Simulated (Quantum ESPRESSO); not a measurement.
# BP (F-43m) in Quantum ESPRESSO: a series of runs, part 2 of 2

Quantum ESPRESSO 7.5. The steps go on from the part before.

### 3 Dielectric tensor, PBE

Input file pw.in:

```
&CONTROL
  calculation = 'scf'
  prefix = 'pwscf'
  outdir = './tmp'
  pseudo_dir = './pseudo'
  tprnfor = .true.
  tstress = .true.
  disk_io = 'low'
/
&SYSTEM
  ibrav = 0
  nat = 2
  ntyp = 2
  ecutwfc = 45
  ecutrho = 360
  nbnd = 9
  occupations = 'smearing'
  smearing = 'fd'
  degauss = 0.00367493
/
&ELECTRONS
  conv_thr = 4d-10
  electron_maxstep = 120
  mixing_beta = 0.5
/
ATOMIC_SPECIES
P     30.9738 p_pbe_v1.5.uspp.F.UPF
B     10.8100 b_pbe_v1.4.uspp.F.UPF
CELL_PARAMETERS angstrom
   0.0000000000    2.2690000000    2.2690000000
   2.2690000000    0.0000000000    2.2690000000
   2.2690000000    2.2690000000    0.0000000000
ATOMIC_POSITIONS angstrom
P      3.4035000000    3.4035000000    3.4035000000
B      0.0000000000    0.0000000000    0.0000000000
K_POINTS automatic
8 8 8 1 1 1
```

Input file scf2.in:

```
&CONTROL
  calculation = 'scf'
  prefix = 'pwscf'
  outdir = './tmp'
  pseudo_dir = './pseudo'
  tprnfor = .true.
  tstress = .true.
  disk_io = 'low'
/
&SYSTEM
  ibrav = 0
  nat = 2
  ntyp = 2
  ecutwfc = 45
  ecutrho = 360
  nbnd = 9
  occupations = 'fixed'
/
&ELECTRONS
  conv_thr = 1d-13
  electron_maxstep = 120
  mixing_beta = 0.5
  startingpot = 'file'
  startingwfc = 'file'
/
ATOMIC_SPECIES
P     30.9738 p_pbe_v1.5.uspp.F.UPF
B     10.8100 b_pbe_v1.4.uspp.F.UPF
CELL_PARAMETERS angstrom
   0.0000000000    2.2690000000    2.2690000000
   2.2690000000    0.0000000000    2.2690000000
   2.2690000000    2.2690000000    0.0000000000
ATOMIC_POSITIONS angstrom
P      3.4035000000    3.4035000000    3.4035000000
B      0.0000000000    0.0000000000    0.0000000000
K_POINTS automatic
8 8 8 1 1 1
```

Input file ph.in:

```
dielectric of BP
&INPUTPH
  prefix = 'pwscf'
  outdir = './tmp'
  tr2_ph = 1d-18
  fildyn = 'dyn'
  niter_ph = 90
  alpha_mix(1) = 0.7
  epsil = .true.
  trans = .false.
  zeu = .true.
/
0.0000000000 0.0000000000 0.0000000000
```

Potentials or basis: GBRV 1.5 PBE.

On the command line:

```
$ OMP_NUM_THREADS=1 pw.x -in pw.in > pw.out
$ OMP_NUM_THREADS=1 pw.x -in scf2.in > scf2.out
$ OMP_NUM_THREADS=1 ph.x -in ph.in > ph.out
```

pw.out:

```text
This program is part of the open-source Quantum ESPRESSO suite
     for quantum simulation of materials; please cite
[... 9 lines left out ...]
     --------------------
     sticks:   dense  smooth     PW     G-vecs:    dense   smooth      PW
     Sum         913     451    151                18149     6375    1243

     Using Slab Decomposition

     bravais-lattice index     =            0
     lattice parameter (alat)  =       6.0638  a.u.
     unit-cell volume          =     157.6631 (a.u.)^3
     number of atoms/cell      =            2
     number of atomic types    =            2
     number of electrons       =         8.00
     number of Kohn-Sham states=            9
     kinetic-energy cutoff     =      45.0000  Ry
     charge density cutoff     =     360.0000  Ry
     scf convergence threshold =      4.0E-10
     mixing beta               =       0.5000
     number of iterations used =            8  plain     mixing
     Exchange-correlation=  SLA  PW   PBX  PBC
                           (   1   4   3   4   0   0   0)

     celldm(1)=   6.063849  celldm(2)=   0.000000  celldm(3)=   0.000000
     celldm(4)=   0.000000  celldm(5)=   0.000000  celldm(6)=   0.000000

     crystal axes: (cart. coord. in units of alat)
               a(1) = (   0.000000   0.707107   0.707107 )
               a(2) = (   0.707107   0.000000   0.707107 )
               a(3) = (   0.707107   0.707107   0.000000 )

     reciprocal axes: (cart. coord. in units 2 pi/alat)
               b(1) = ( -0.707107  0.707107  0.707107 )
               b(2) = (  0.707107 -0.707107  0.707107 )
               b(3) = (  0.707107  0.707107 -0.707107 )

     PseudoPot. # 1 for P  read from file:
     p_pbe_v1.5.uspp.F.UPF
     Pseudo is Ultrasoft + core correction, Zval =  5.0
     Generated by new atomic code, or converted to UPF format
     Using radial grid of  903 points,  6 beta functions with:
                l(1) =   0
                l(2) =   0
                l(3) =   1
                l(4) =   1
                l(5) =   2
                l(6) =   2
     Q(r) pseudized with  8 coefficients,  rinner =    1.300   1.300   1.300
                                                       1.300   1.300

     PseudoPot. # 2 for B  read from file:
     b_pbe_v1.4.uspp.F.UPF
     Pseudo is Ultrasoft + core correction, Zval =  3.0
     Generated by new atomic code, or converted to UPF format
     Using radial grid of  781 points,  4 beta functions with:
                l(1) =   0
                l(2) =   0
                l(3) =   1
                l(4) =   1
     Q(r) pseudized with  8 coefficients,  rinner =    1.100   1.100   1.100

     atomic species   valence    mass     pseudopotential
     P                 5.00    30.97380     P ( 1.00)
     B                 3.00    10.81000     B ( 1.00)

     24 Sym. Ops. (no inversion) found

   Cartesian axes

     site n.     atom                  positions (alat units)
         1        P      tau(   1) = (   1.0606602   1.0606602   1.0606602  )
         2        B      tau(   2) = (   0.0000000   0.0000000   0.0000000  )

     number of k points=    60  Fermi-Dirac smearing, width (Ry)=  0.0037
                       cart. coord. in units 2pi/alat
        k(    1) = (   0.0441942   0.0441942   0.0441942), wk =   0.0078125
        k(    2) = (   0.1325825   0.1325825  -0.0441942), wk =   0.0234375
        k(    3) = (   0.2209709   0.2209709  -0.1325825), wk =   0.0234375
        k(    4) = (   0.3093592   0.3093592  -0.2209709), wk =   0.0234375
        k(    5) = (  -0.3093592  -0.3093592   0.3977476), wk =   0.0234375
        k(    6) = (  -0.2209709  -0.2209709   0.3093592), wk =   0.0234375
[... 52 lines left out ...]
        k(   59) = (   0.3093592   0.3093592   0.3093592), wk =   0.0078125
        k(   60) = (  -0.3093592  -0.3093592   0.9280777), wk =   0.0234375

     Dense  grid:    18149 G-vectors     FFT dimensions: (  40,  40,  40)

     Smooth grid:     6375 G-vectors     FFT dimensions: (  25,  25,  25)

     Initial potential from superposition of free atoms

     starting charge       7.9996, renormalised to       8.0000
     Starting wfcs are    8 randomized atomic wfcs +    1 random wfcs

     Self-consistent Calculation

     iteration #  1     ecut=    45.00 Ry     beta= 0.50
     Davidson diagonalization with overlap
     ethr =  1.00E-02,  avg # of iterations =  5.4

     total energy              =     -21.94993561 Ry
     estimated scf accuracy    <       0.16021601 Ry
[... 43 lines left out ...]
     iteration #  8     ecut=    45.00 Ry     beta= 0.50
     Davidson diagonalization with overlap
     ethr =  2.12E-10,  avg # of iterations =  2.4

     End of self-consistent calculation

          k = 0.0442 0.0442 0.0442 (   821 PWs)   bands (ev):

    -6.1669   8.6353   9.0885   9.0885  12.7969  12.7969  12.8575  16.8115
    20.9765
[... 128 lines left out ...]
    -1.5551   0.8824   4.8406   5.1645  10.6843  11.2777  20.9618  21.0367
    24.0009

          k =-0.5745 0.1326-0.0442 (   795 PWs)   bands (ev):

    -2.3410   1.9289   4.4942   5.2213  11.3544  12.6860  18.8167  20.0920
    23.1258

          k =-0.4861 0.2210-0.1326 (   800 PWs)   bands (ev):

    -2.8947   1.7749   4.9201   6.0915  12.3145  15.6696  16.2995  17.6046
    22.1591

          k =-0.4861 0.0442 0.0442 (   807 PWs)   bands (ev):

    -3.4533   3.3138   5.4545   5.6888  10.8021  12.5735  18.8286  18.8377
    23.0805

          k =-0.3977 0.1326-0.0442 (   812 PWs)   bands (ev):

    -4.1617   4.0142   5.6465   6.5116  11.8718  14.3897  16.4031  17.3934
    21.9245

          k =-0.3094 0.0442 0.0442 (   820 PWs)   bands (ev):
[... 141 lines left out ...]
    -2.7288   0.4502   6.0891   7.1111  13.0325  14.7441  14.7615  19.6942
    21.8038

     the Fermi energy is     9.8558 ev

!    total energy              =     -21.97350770 Ry
     estimated scf accuracy    <          3.1E-10 Ry
     smearing contrib. (-TS)   =      -0.00000000 Ry
     internal energy E=F+TS    =     -21.97350770 Ry

     The total energy is F=E-TS. E is the sum of the following terms:
     one-electron contribution =       6.73579192 Ry
     hartree contribution      =       1.26743223 Ry
     xc contribution           =      -8.99349232 Ry
     ewald contribution        =     -20.98323954 Ry

     convergence has been achieved in   8 iterations

     Forces acting on atoms (cartesian axes, Ry/au):

     atom    1 type  1   force =     0.00000000   -0.00000000   -0.00000000
     atom    2 type  2   force =    -0.00000000    0.00000000    0.00000000

     Total force =     0.000000     Total SCF correction =     0.000000

     Computing stress (Cartesian axis) and pressure

          total   stress  (Ry/bohr**3)                   (kbar)     P=        9.23
   0.00006273  -0.00000000  -0.00000000            9.23       -0.00       -0.00
  -0.00000000   0.00006273   0.00000000           -0.00        9.23        0.00
  -0.00000000   0.00000000   0.00006273           -0.00        0.00        9.23

=------------------------------------------------------------------------------=
   JOB DONE.
=------------------------------------------------------------------------------=
```

ph.out:

```text
This program is part of the open-source Quantum ESPRESSO suite
     for quantum simulation of materials; please cite
         "P. Giannozzi et al., J. Phys.:Condens. Matter 21 395502 (2009);
         "P. Giannozzi et al., J. Phys.:Condens. Matter 29 465901 (2017);
         "P. Giannozzi et al., J. Chem. Phys. 152 154105 (2020);
     in publications or presentations arising from this work. More details at

     IMPORTANT: XC functional enforced from input :
[... 221 lines left out ...]
      E*z (        0.00000        0.00000       -0.50935 )

     INITIALIZATION:

     DIELECTRIC CONSTANT AND EFFECTIVE CHARGES:

      Additional routines

=------------------------------------------------------------------------------=
   JOB DONE.
=------------------------------------------------------------------------------=
```

Run time: 41 s. Hardware: 1 thread of Arm Neoverse V2, shared host; peak memory 0.1 GiB.

Results:

- Free energy: -298.9648 eV
- Pressure: 0.9 GPa
- Electronic dielectric tensor (diagonal): 9.15
- Born charges (mean of the diagonal): P +0.51; B -0.51 e

Electronic dielectric tensor:
```
9.15 0.00 0.00
0.00 9.15 0.00
0.00 0.00 9.15
```

Born effective charge tensors (e):
atom 1, P
```
0.51 0.00 0.00
0.00 0.51 0.00
0.00 0.00 0.51
```
atom 2, B
```
-0.51  0.00  0.00
 0.00 -0.51  0.00
 0.00  0.00 -0.51
```
